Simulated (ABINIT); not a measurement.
# NaCl (Pm-3m) in ABINIT: settings compared

Aim: see how the results for NaCl move with the level of theory and the settings. Levels: HCTH407, LDA-PZ, LDA, RPBE, revPBE. Tasks: band structure, equation of state.

All numbers are computed with ABINIT 10.8.3 (patched build); they aren't measurements. Logs are shortened: lines on timing, memory, paths and dates and some standing lists are left out, and cuts for length are marked. The log counts tension as positive stress, the text compression.

**1. The structure**

Symmetry: Pm-3m, No. 221, cubic system. The conventional cell has a = 3.502 Å, b = 3.502 Å, c = 3.502 Å, α = 90.00°, β = 90.00°, γ = 90.00°. Around Cl (site symmetry m-3m) lie 8 Na at 3.03 Å. Na (site symmetry m-3m) is surrounded by 8 Cl at 3.03 Å.

Measurements of this composition are mostly on another form, of space group No. 225.

**2. Band structure, HCTH407**

The input, run.abi:

```
ndtset 2

pp_dirpath "./"
pseudos "Cl.GGA_PBE-JTH.xml, Na.GGA_PBE-JTH.xml"

acell 3*1.0 Angstrom
rprim
     3.5021900000     0.0000000000     0.0000000000
     0.0000000000     3.5021900000     0.0000000000
     0.0000000000     0.0000000000     3.5021900000
ntypat 2
znucl 17 11
natom 2
typat 1 2
xred
     0.5000000000     0.5000000000     0.5000000000
     0.0000000000     0.0000000000     0.0000000000

ecut 45.0
pawecutdg 67.5

ixc 27

occopt 3
tsmear 0.05 eV

nstep 100

iomode 3
prtwf 0
prteig 0
prtebands 0
enunit 1
prtden1 1
prtvha1 1
prtvclmb1 1
prtpot1 1

kptopt1 1
ngkpt1 8 8 8
nshiftk1 1
shiftk1 0.0 0.0 0.0
nband1 12
tolvrs1 1.0e-9

iscf2 -2
getden2 1
nband2 16
nbdbuf2 2
tolwfr2 1.0e-12
kptopt2 -5
ndivsm2 5
prteig2 1
kptbounds2
     0.0000000000     0.0000000000     0.0000000000
     0.0000000000     0.5000000000     0.0000000000
     0.5000000000     0.5000000000     0.0000000000
     0.0000000000     0.0000000000     0.0000000000
     0.5000000000     0.5000000000     0.5000000000
     0.0000000000     0.5000000000     0.0000000000
```

Potentials or basis: JTH PAW PBE v2.0.

On the command line:

```console
abinit run.abi > log 2>&1
```

run.abo:

```text
.Version 10.8.3 of ABINIT
 DATASET    1 : space group Pm -3 m (#221); Bravais cP (primitive cubic)
================================================================================
 Values of the parameters that define the memory need for DATASET  1.
     intxc =       0    ionmov =       0      iscf =       7    lmnmax =       8
     lnmax =       4     mgfft =      40  mpssoang =       2    mqgrid =    3001
     natom =       2  nloc_mem =       2    nspden =       1   nspinor =       1
    nsppol =       1      nsym =      48    n1xccc =       1    ntypat =       2
    occopt =       3   xclevel =       2
       mpw =        4204          nfft =       64000          nkpt =          35
 PAW method is used; the additional fine FFT grid is defined by:
   mgfftf=        50    nfftf =    125000
================================================================================
================================================================================

 DATASET    2 : space group Pm -3 m (#221); Bravais cP (primitive cubic)
================================================================================
 Values of the parameters that define the memory need for DATASET  2.
     intxc =       0    ionmov =       0      iscf =      -2    lmnmax =       8
     lnmax =       4     mgfft =      40  mpssoang =       2    mqgrid =    3001
     natom =       2  nloc_mem =       2    nspden =       1   nspinor =       1
    nsppol =       1      nsym =      48    n1xccc =       1    ntypat =       2
    occopt =       3   xclevel =       2
       mpw =        4197          nfft =       64000          nkpt =          34
 PAW method is used; the additional fine FFT grid is defined by:
   mgfftf=        50    nfftf =    125000
================================================================================
================================================================================

--------------------------------------------------------------------------------
------------- Echo of variables that govern the present computation ------------
--------------------------------------------------------------------------------
 -outvars: echo values of preprocessed input variables --------
            acell      1.8897261259E+00  1.8897261259E+00  1.8897261259E+00 Bohr
              amu      3.54527000E+01  2.29897680E+01
             ecut      4.50000000E+01 Hartree
           enunit           1
           getden1          0
           getden2          1
             iscf1          7
             iscf2         -2
              ixc          27
           jdtset        1    2
           kptopt1          1
           kptopt2         -5
[... 527 lines left out ...]
    2        1.60199          7.63360668

================================================================================

 ----iterations are completed or convergence reached----

 Mean square residual over all n,k,spin=   45.569E-14; max=  99.769E-14
 reduced coordinates (array xred) for    2 atoms
       0.500000000000      0.500000000000      0.500000000000
       0.000000000000      0.000000000000      0.000000000000

 cartesian coordinates (angstrom) at end:
    1      1.75109500000000     1.75109500000000     1.75109500000000
    2      0.00000000000000     0.00000000000000     0.00000000000000
 length scales=  1.889726125908  1.889726125908  1.889726125908 bohr
              =  1.000000000000  1.000000000000  1.000000000000 angstroms
 Eigenvalues (   eV  ) for nkpt=  34  k points:
 kpt#   1, nband= 16, wtk=  1.00000, kpt=  0.0000  0.0000  0.0000 (reduced coord)
 -50.77658  -22.55861  -22.55861  -22.55861  -13.13513   -0.28216   -0.28216   -0.28216
   4.89783    9.37491    9.37491   15.96236   15.96236   15.96236   16.46619   16.46619
 kpt#   2, nband= 16, wtk=  1.00000, kpt=  0.0000  0.1000  0.0000 (reduced coord)
 -50.77646  -22.56185  -22.55833  -22.55833  -13.10551   -0.57250   -0.26192   -0.26192
   5.17369    9.47633    9.58783   15.00268   15.00268   16.02260   16.13068   17.33513
 kpt#   3, nband= 16, wtk=  1.00000, kpt=  0.0000  0.2000  0.0000 (reduced coord)
 -50.77613  -22.57019  -22.55756  -22.55756  -13.02615   -1.22262   -0.20801   -0.20801
   5.81537    9.77226   10.03173   13.91738   13.91738   15.67531   16.18948   17.59969
 kpt#   4, nband= 16, wtk=  1.00000, kpt=  0.0000  0.3000  0.0000 (reduced coord)
 -50.77572  -22.58052  -22.55660  -22.55660  -12.92418   -1.89279   -0.13949   -0.13949
   6.58562   10.15680   10.22817   13.04615   13.04615   15.98484   16.04611   16.41778
 kpt#   5, nband= 16, wtk=  1.00000, kpt=  0.0000  0.4000  0.0000 (reduced coord)
 -50.77540  -22.58885  -22.55585  -22.55585  -12.83823   -2.36907   -0.08242   -0.08242
   7.35816    9.72867   10.73644   12.48620   12.48620   14.86563   16.62547   17.31858
 kpt#   6, nband= 16, wtk=  1.00000, kpt=  0.0000  0.5000  0.0000 (reduced coord)
 -50.77527  -22.59201  -22.55554  -22.55554  -12.80451   -2.53982   -0.06021   -0.06021
[... 71 lines left out ...]
 -50.77372  -22.58454  -22.57185  -22.57095  -12.49804   -1.91247   -1.14629   -1.04670
   7.70272    8.88582    9.55284   13.19488   13.76222   15.10569   15.89855   19.01990
 kpt#  31, nband= 16, wtk=  1.00000, kpt=  0.2143  0.5000  0.2143 (reduced coord)
 -50.77429  -22.58705  -22.56625  -22.56534  -12.61245   -2.13482   -0.83016   -0.71930
   7.98087    9.61782    9.63405   12.68153   13.03471   14.42029   17.57996   18.80974
 kpt#  32, nband= 16, wtk=  1.00000, kpt=  0.1429  0.5000  0.1429 (reduced coord)
 -50.77480  -22.58953  -22.56088  -22.56029  -12.71271   -2.34194   -0.47670   -0.39561
   8.47872    8.83435   10.54268   11.79798   13.50626   14.26827   16.93249   18.67959
 kpt#  33, nband= 16, wtk=  1.00000, kpt=  0.0714  0.5000  0.0714 (reduced coord)
 -50.77515  -22.59135  -22.55699  -22.55680  -12.78058   -2.48756   -0.17983   -0.15183
   8.08711    9.05043   11.20818   11.59489   12.67716   15.28112   15.84860   18.59976
 kpt#  34, nband= 16, wtk=  1.00000, kpt=  0.0000  0.5000  0.0000 (reduced coord)
 -50.77527  -22.59201  -22.55554  -22.55554  -12.80451   -2.53982   -0.06021   -0.06021
   7.80072    9.34755   10.99932   12.29324   12.29324   14.37703   16.71166   18.64865

== END DATASET(S) ==============================================================
================================================================================

 -outvars: echo values of variables after computation  --------
            acell      1.8897261259E+00  1.8897261259E+00  1.8897261259E+00 Bohr
           etotal1    -6.3512246822E+01
            fcart1    -0.0000000000E+00 -0.0000000000E+00 -0.0000000000E+00
                      -0.0000000000E+00 -0.0000000000E+00 -0.0000000000E+00
            rprim      3.5021900000E+00  0.0000000000E+00  0.0000000000E+00
                       0.0000000000E+00  3.5021900000E+00  0.0000000000E+00
                       0.0000000000E+00  0.0000000000E+00  3.5021900000E+00
           strten1    -9.4169981570E-05 -9.4169981570E-05 -9.4169981570E-05
                       0.0000000000E+00  0.0000000000E+00  0.0000000000E+00
           xangst      1.7510950000E+00  1.7510950000E+00  1.7510950000E+00
                       0.0000000000E+00  0.0000000000E+00  0.0000000000E+00
             xred      5.0000000000E-01  5.0000000000E-01  5.0000000000E-01
                       0.0000000000E+00  0.0000000000E+00  0.0000000000E+00
 Calculation completed.
```

Run time: 62 s. Hardware: 1 thread of Arm Neoverse V2, shared host; peak memory 0.15 GiB.

Results:

* Free energy: -1728.2563 eV
* Pressure: 2.8 GPa
* Band gap on the k mesh: 4.72 eV, indirect (least direct gap 5.18 eV)
* Band gap along the path: 4.72 eV, indirect (least direct gap 5.18 eV)
* Valence electrons inside the program's atomic spheres: Cl 4.45; Na 7.63

Levels at the corners of the path, in eV from the valence-band top:
```csv
point,band 4,band 5,band 6,band 7,band 8,band 9,band 10,band 11,band 12,band 13
Γ,-22.73,-13.31,-0.46,-0.46,-0.46,4.72,9.20,9.20,15.79,15.79
X,-22.73,-12.98,-2.71,-0.23,-0.23,7.63,9.17,10.82,12.12,12.12
M,-22.73,-12.72,-2.11,-2.11,0.00,6.22,10.40,11.77,11.77,12.89
Γ,-22.73,-13.31,-0.46,-0.46,-0.46,4.72,9.20,9.20,15.79,15.79
R,-22.76,-12.46,-1.73,-1.73,-1.73,7.77,7.77,7.77,12.24,16.62
X,-22.73,-12.98,-2.71,-0.23,-0.23,7.63,9.17,10.82,12.12,12.12
```

Caveat: the PAW data sets were made with another functional, which shifts forces and pressure a little.

**3. Band structure, LDA-PZ**

The input, run.abi:

```
# Datasets: ground state, then fixed potential
ndtset 2

# Pseudopotentials
pp_dirpath "./"
pseudos "Cl.LDA_PW-JTH.xml, Na.LDA_PW-JTH.xml"

# Structure
acell 6.6181799364 6.6181799364 6.6181799364
rprim
     1.0000000000     0.0000000000     0.0000000000
     0.0000000000     1.0000000000     0.0000000000
     0.0000000000     0.0000000000     1.0000000000
ntypat 2
znucl 17 11
natom 2
typat 1 2
xcart
     3.3090899682     3.3090899682     3.3090899682
     0.0000000000     0.0000000000     0.0000000000

# Plane-wave basis
ecut 45.0
pawecutdg 67.5

# Exchange and correlation
ixc 2

# Bands and occupations
occopt 3
tsmear 0.00183747

# SCF cycle
nstep 100

# Output
iomode 3
prtwf 0
prteig 0
prtebands 0
prtden1 1

# Dataset 1
kptopt1 1
ngkpt1 8 8 8
nshiftk1 1
shiftk1 0.0 0.0 0.0
nband1 12
tolvrs1 1.0e-9

# Dataset 2: bands along G-X-M-G-R-X
iscf2 -2
getden2 1
nband2 16
nbdbuf2 2
tolwfr2 1.0e-12
kptopt2 -5
ndivsm2 5
prteig2 1
prtvol2 -3
kptbounds2
     0.0000000000     0.0000000000     0.0000000000
     0.0000000000     0.5000000000     0.0000000000
     0.5000000000     0.5000000000     0.0000000000
     0.0000000000     0.0000000000     0.0000000000
     0.5000000000     0.5000000000     0.5000000000
     0.0000000000     0.5000000000     0.0000000000
```

Potentials or basis: JTH PAW LDA v2.0.

On the command line:

```console
abinit run.abi > log 2>&1
```

It took 62 s on 1 thread of Arm Neoverse V2, shared host; peak memory 0.13 GiB.

The run converged. Its results:

```yaml
Free_energy: -1723.2629 eV
Pressure: -3.1 GPa
Band_gap_on_the_k_mesh: 3.59 eV, indirect (least direct gap 4.10 eV)
Band_gap_along_the_path: 3.59 eV, indirect (least direct gap 4.10 eV)
Valence_electrons_inside_the_program's_atomic_spheres: Cl 4.35; Na 7.61
```

Levels at the corners of the path, in eV from the valence-band top:
| point | band 6 | band 7 | band 8 | band 9 | band 10 | band 11 |
| --- | --- | --- | --- | --- | --- | --- |
| Γ | -0.51 | -0.51 | -0.51 | 3.59 | 8.27 | 8.27 |
| X | -3.05 | -0.26 | -0.26 | 6.52 | 8.25 | 10.17 |
| M | -2.34 | -2.34 | 0.00 | 5.19 | 9.57 | 10.63 |
| Γ | -0.51 | -0.51 | -0.51 | 3.59 | 8.27 | 8.27 |
| R | -1.89 | -1.89 | -1.89 | 6.74 | 6.74 | 6.74 |
| X | -3.05 | -0.26 | -0.26 | 6.52 | 8.25 | 10.17 |

(Continued in part 2 of 2.)
